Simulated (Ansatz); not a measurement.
HfC:

```
Hf C
1.0
     0.00000    2.32500    2.32500
     2.32500    0.00000    2.32500
     2.32500    2.32500    0.00000
Hf C
1 1
Direct
  0.50000 0.50000 0.50000
  0.00000 0.00000 0.00000
```

Below is the output of Ansatz 0.2.0 for this cell. Logs are shortened: lines on timing, memory, paths and dates and some standing lists are left out, and cuts for length are marked.

```text
Warning: RAYON_NUM_THREADS=2 ignored (pool sized by the plan → 2); use --threads N
Engine: ansatz 0.2.0, x86_64-unknown-linux-gnu
Pseudopotentials: kind: paw
Pseudopotential: Hf, paw, valence charge 26, recommended cutoff 420 eV (normal), Hf.paw.azcp
Pseudopotential: C, paw, valence charge 4, recommended cutoff 420 eV (normal), C.paw.azcp
Functional definition: PBE
  parameter kappa = 0.804
  parameter beta = 0.06672455060314922
  exchange = pbe_x(kappa = kappa, mu = beta*pi^2/3)
  correlation = pbe_c(beta = beta)
Crystal: 2 atoms, lattice volume = 25.136 Å³
Basis set: ecut = 420 eV, 531 PW (Γ), exchange–correlation on 48×48×48 points (8 copies of the dense FFT grid, shifted against one another)
Bands: 19, of which v1, the nominal top of the filled ones, is band 15 counted from 1 (14 counted from 0)
Symmetry: 48 space group operations
Space group: Fm-3m (ITA 225), of the structure as read, at distance tolerance 2.9e-5 Å
k-points: 47 of 1000
Non-local potential: Hf, projectors of the file, l = 0: 3, l = 1: 2, l = 2: 2, l = 3: 3
Non-local potential: C, projectors of the file, l = 0: 2, l = 1: 2, l = 2: 1
PAW form: soft (Blöchl's): semilocal exchange-correlation on the pseudo side does not see the compensation charge
PAW one-centre angular grid: Hf, 590 points (default); XC on 64 Gauss nodes
PAW one-centre angular grid: C, 110 points (default); XC on 64 Gauss nodes
Initial density: superposition of atomic densities (neutral atoms: chi_scale 0, normalization atom), corrected by the library's trained network
Initial wavefunctions: pseudopotential atomic-orbital guess
Functional: x = pbe(κ = 0.804, μ = 0.2195149727645171), c = pbe(β = 0.06672455060314922)
SCF iter   1: F=—  HF=-15974.139129 eV  |F-HF|=—  |Δ(HF+E_count)|=         —  Δρ=1.58e-3  dr2=6.28e-4  ethr=1.77e-3  ⟨swp⟩=5.2  Hψ=3781  notcnv=0
preconditioner: auto → none  [insulator: Δε(μ)=0.136 eV  Ē_g=18.157 eV  σ=0.018 eV  W_gap=0.62  n_scr=14 (ndim 8)  ℏωp=39.2 eV  f_vac=0.000  D(μ)=0.95/eV (n_scr^D=8)  ε∞_Penn≈5.7]
SCF iter   2: F=—  HF=-15974.138974 eV  |F-HF|=—  |Δ(HF+E_count)|=   1.54e-4  Δρ=6.19e-4  dr2=5.17e-5  ethr=2.09e-6  ⟨swp⟩=2.4  Hψ=2039  notcnv=0  defer=2
SCF iter   3: F=—  HF=-15974.138992 eV  |F-HF|=—  |Δ(HF+E_count)|=   1.81e-5  Δρ=2.32e-4  dr2=4.58e-6  ethr=1.72e-7  ⟨swp⟩=2.1  Hψ=1609  notcnv=0  defer=2
SCF iter   4: F=—  HF=-15974.138991 eV  |F-HF|=—  |Δ(HF+E_count)|=   1.81e-6  Δρ=9.79e-5  dr2=6.83e-7  ethr=1.53e-8  ⟨swp⟩=2.1  Hψ=1609  notcnv=0  defer=2
iter 5 did not close the SCF: its close was put off for the readings that it lacked (scf_convergence_deferred on its scf_iter line)
SCF iter   5: F=-15974.138991 eV  HF=-15974.138991 eV  |F-HF|=4.22e-10  |Δ(HF+E_count)|=   6.51e-7  Δρ=1.43e-5  dr2=1.56e-8  ethr=2.28e-9  ⟨swp⟩=2.5  Hψ=1605  notcnv=0  defer=2
SCF iter   6: F=-15974.138991 eV  HF=-15974.138991 eV  |F-HF|=1.18e-9  |Δ(HF+E_count)|=   1.10e-8  Δρ=2.52e-6  dr2=6.69e-10  ethr=5.19e-11  ⟨swp⟩=3.5  Hψ=3891  notcnv=0
SCF 1 converged in 6 iterations: F = -15974.138991 eV  dr2 = 6.69e-10
  greatest PAW one-centre occupation: 0.998 electrons in one spin orbital (limit 2), on the Hf atom at site 0 (counted from 0), in its partial waves of l = 0
SCF converged after 6 iterations
Free energy (F): -15974.138991 eV
Harris-Foulkes:  -15974.138991 eV  (|F-HF|=1.18e-9)
Internal energy: -15974.138837 eV  (E = F + TS)
E sigma→0 (E₀):  -15974.138914 eV
Entropy (-TS):   -0.000154 eV (-0.077 meV/atom)
Fermi energy:    20.164279 eV
--- Per-component energies (eV) ---
  E_band       = 111.732036
  E_kinetic    = 511.404147
  E_local      = -4987.018005  (includes V_loc(G=0)·N_el)
  E_nonlocal   = -1216.949914
  E_hartree    = 2357.518535
  E_xc         = -348.951864
  E_vxc        = -326.995039  (∫ρ·V_xc dr)
  E_paw        = -7026.701271  (= ΣΔE_a)
  E_vpaw       = 1416.254560  (= ΣTr[D̂ρ^β])
  E_aug_tail   = 0.000006  (compensation charges beyond the density's cutoff)
  E_ewald      = -5263.440471
  E_smearing   = -0.000154  (= −TS)
  E_closure    = -0.000000  (closes the sum)
  Σ components = -15974.138991   (vs F -15974.138991, Δ=0.00e0)
--- Forces (eV/Å), atoms counted from 1 ---
  atom   1  Hf     0.00000000    -0.00000000    -0.00000000
  atom   2  C     -0.00000000     0.00000000    -0.00000000
  max |Σ_I F_I| component: 1.15e-28 eV/Å
--- Stress (GPa, compression-positive) ---
        0.207049      -0.000000       0.000000
        0.000000       0.207049       0.000000
        0.000000       0.000000       0.207049
  P = ⅓ Tr σ = 0.2070 GPa (2.070 kbar)
--- Band table (eV; the first three rows and the last of 47) ---
  k-point 0: bands = ["-40.9990", "-9.4539", "-9.4539", "-9.4539", "7.7970", "9.0384", "9.0467", "9.0467", "9.0467", "9.1276", "9.1276", "9.1276", "21.1693", "21.1693", "21.1693", "21.4909", "21.4909", "21.4909", "23.4909"]
  k-point 1: bands = ["-40.9952", "-9.5226", "-9.4605", "-9.4605", "8.0377", "9.0419", "9.0525", "9.0525", "9.0538", "9.1222", "9.1222", "9.1279", "19.7774", "20.1602", "20.1602", "21.9056", "21.9056", "22.2874", "24.5981"]
  k-point 2: bands = ["-40.9851", "-9.6982", "-9.4777", "-9.4777", "8.6480", "9.0520", "9.0678", "9.0678", "9.1090", "9.1090", "9.1285", "9.1378", "17.9969", "18.9063", "18.9063", "22.6481", "22.6481", "22.8317", "26.5803"]
  k-point 46: bands = ["-40.9452", "-9.9246", "-9.8130", "-9.6974", "9.0316", "9.0710", "9.0755", "9.0755", "9.0966", "9.1027", "9.1028", "10.4234", "17.3725", "17.3752", "17.4834", "22.7835", "24.7699", "26.8479", "27.0564"]
```

**Question.** Write the input and the command behind it.

**Answer.** Single point with PBE, no spin polarisation. The files as run (others can give the same):

input.yaml
```yaml
crystal:
  lattice:
    - [0.0, 2.325, 2.325]
    - [2.325, 0.0, 2.325]
    - [2.325, 2.325, 0.0]
  atoms:
    - { symbol: Hf, position: [0.5, 0.5, 0.5] }
    - { symbol: C, position: [0.0, 0.0, 0.0] }
hamiltonian:
  xc: pbe
  pseudopotentials: { kind: paw }
kpoints:
  mp_grid: { grid: [10, 10, 10] }
scf:
  occupations: { method: gaussian, width: 0.018 }
output:
  forces: true
  stress: true
  eigenvalues: true
```

Potentials or basis: Ansatz PAW.
Run with:
```sh
$ ansatz run input.yaml --threads 2 --pin off --max-ram 5632MiB --backend cpu --events-out ev --progress --plain --runs-dir out
```
